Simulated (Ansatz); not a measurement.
# I: single points about a listed cell

Aim: see how energy, forces, stress and gap of I answer to random distortions, further strains and shifts, distortions that keep the symmetry, other functionals. Nothing is relaxed unless a step says so.

Computed with Ansatz 0.2.0 (DFT PBE, scalar-relativistic, plane waves, PAW, unless a step's input says otherwise).

### 1 The starting structure

Symmetry: I4/mmm, No. 139, tetragonal system. Conventional cell: a = 3.235 Å, b = 3.235 Å, c = 8.530 Å, α = 90.00°, β = 90.00°, γ = 90.00°. I (site symmetry 4/mmm) has 4 I at 3.23 Å as nearest neighbours.

Coordinates:

```cif
data_structure
_symmetry_space_group_name_H-M 'I4/mmm'
_symmetry_Int_Tables_number 139
_cell_length_a 3.2349
_cell_length_b 3.2349
_cell_length_c 8.5296
_cell_angle_alpha 90.000
_cell_angle_beta 90.000
_cell_angle_gamma 90.000
_cell_volume 89.26
loop_
_atom_site_label
_atom_site_type_symbol
_atom_site_symmetry_multiplicity
_atom_site_Wyckoff_symbol
_atom_site_fract_x
_atom_site_fract_y
_atom_site_fract_z
_atom_site_occupancy
I1 I 2 a 0.00000 0.00000 0.00000 1
```

The structure comes from the Materials Project (structure only).

### 2 Functional and cell changed: PBEsol

Against the listed cell: strain xx, yy, zz, yz, xz, xy = -1.1, -1.1, +4.9, +0.0, +0.0, +0.0 %.

input.yaml

```yaml
crystal:
  lattice:
    - [-1.5990493507, 1.5990493507, 4.472162965]
    - [1.5990493507, -1.5990493507, 4.472162965]
    - [1.5990493507, 1.5990493507, -4.472162965]
  atoms:
    - { symbol: I, position: [0.0, 0.0, 0.0] }
basis:
  ecutwfc: 420
kpoints:
  mp_grid: { grid: [18, 18, 18] }
hamiltonian:
  xc: pbesol
scf:
  occupations: { method: gaussian, width: 0.1 }
output:
  forces: true
  stress: true
  eigenvalues: true
```

### 3 A change within the space group

input.yaml

```yaml
crystal:
  lattice:
    - [-1.5067896605, 1.5067896605, 4.3568425566]
    - [1.5067896605, -1.5067896605, 4.3568425566]
    - [1.5067896605, 1.5067896605, -4.3568425566]
  atoms:
    - { symbol: I, position: [0.0, 0.0, 0.0] }
basis:
  ecutwfc: 420
kpoints:
  mp_grid: { grid: [18, 18, 18] }
hamiltonian:
  xc: pbe
scf:
  occupations: { method: gaussian, width: 0.1 }
output:
  forces: true
  stress: true
  eigenvalues: true
  populations: true
```

### 4 Another functional, on a distorted cell: PBEsol

input.yaml

```yaml
crystal:
  lattice:
    - [-1.632417468, 1.632417468, 4.560145954]
    - [1.632417468, -1.632417468, 4.560145954]
    - [1.632417468, 1.632417468, -4.560145954]
  atoms:
    - { symbol: I, position: [0.0, 0.0, 0.0] }
basis:
  ecutwfc: 420
kpoints:
  mp_grid: { grid: [18, 18, 18] }
hamiltonian:
  xc: pbesol
scf:
  occupations: { method: gaussian, width: 0.1 }
output:
  forces: true
  stress: true
  eigenvalues: true
```

### 5 A change within the space group

input.yaml

```yaml
crystal:
  lattice:
    - [-1.6531047302, 1.6531047302, 4.4227764883]
    - [1.6531047302, -1.6531047302, 4.4227764883]
    - [1.6531047302, 1.6531047302, -4.4227764883]
  atoms:
    - { symbol: I, position: [0.0, 0.0, 0.0] }
basis:
  ecutwfc: 420
kpoints:
  mp_grid: { grid: [18, 18, 18] }
hamiltonian:
  xc: pbe
scf:
  occupations: { method: gaussian, width: 0.1 }
output:
  forces: true
  stress: true
  eigenvalues: true
```

### 6 Random moves and strain, cell strained

input.yaml

```yaml
crystal:
  lattice:
    - [-1.6484376354, 1.6625059481, 4.4767559541]
    - [1.7105332398, -1.6090252558, 4.4800232152]
    - [1.6671354267, 1.6277230471, -4.4564730558]
  atoms:
    - { symbol: I, position: [0.0, 0.0, 0.0] }
basis:
  ecutwfc: 420
kpoints:
  mp_grid: { grid: [12, 12, 16] }
hamiltonian:
  xc: pbe
scf:
  occupations: { method: gaussian, width: 0.1 }
output:
  forces: true
  stress: true
  eigenvalues: true
```

### 7 A change within a subgroup

input.yaml

```yaml
crystal:
  lattice:
    - [-1.612053697, 1.6304441717, 3.8909975788]
    - [1.612053697, -1.6304441717, 3.8909975788]
    - [1.612053697, 1.6304441717, -3.8909975788]
  atoms:
    - { symbol: I, position: [0.0, 0.0, 0.0] }
basis:
  ecutwfc: 420
kpoints:
  mp_grid: { grid: [16, 16, 16] }
hamiltonian:
  xc: pbe
scf:
  occupations: { method: gaussian, width: 0.1 }
output:
  forces: true
  stress: true
  eigenvalues: true
```

### 8 A distortion that keeps the symmetry

input.yaml

```yaml
crystal:
  lattice:
    - [-1.7107508621, 1.7107508621, 4.1269694054]
    - [1.7107508621, -1.7107508621, 4.1269694054]
    - [1.7107508621, 1.7107508621, -4.1269694054]
  atoms:
    - { symbol: I, position: [0.0, 0.0, 0.0] }
basis:
  ecutwfc: 420
kpoints:
  mp_grid: { grid: [16, 16, 16] }
hamiltonian:
  xc: pbe
scf:
  occupations: { method: gaussian, width: 0.1 }
output:
  forces: true
  stress: true
  eigenvalues: true
  populations: true
```

Before running it: what results should come out? Wanted: for each run, case; energy; pressure; largest force.

The runs gave:

| step | case | energy (meV/atom) | pressure (GPa) | largest force (eV/Å) | gap on the mesh (eV) |
| --- | --- | --- | --- | --- | --- |
| 2 | functional and cell changed: PBEsol | n/a | -0.6 | 0.00 | 0.00 |
| 3 | a change within the space group | +0.0 | 7.6 | 0.00 | 0.00 |
| 4 | another functional, on a distorted cell: PBEsol | n/a | -1.8 | 0.00 | 0.00 |
| 5 | a change within the space group | -169.9 | -1.1 | 0.00 | 0.00 |
| 6 | random moves and strain, cell strained | -163.4* | -1.5 | 0.00 | 0.00 |
| 7 | a change within a subgroup | -179.1* | 0.1 | 0.00 | 0.00 |
| 8 | a distortion that keeps the symmetry | -113.0* | -2.5 | 0.00 | 0.00 |

Energies are counted from step 3, with the smearing taken to zero; a star marks another k mesh, which can shift energies by itself, so starred rows don't rank against the others. Other atoms or functionals have another zero of energy (n/a). A gap of 0.00 means none on the mesh at this level.

**Reading.** With one atom in the cell, moving it shifts the whole crystal, so no force arises from that. The distorted cells of the listed formula and level show no gap on the mesh. Spin-orbit coupling is left out for I. The final runs have no spin polarisation, so no magnetic state was tried and one may lie lower.
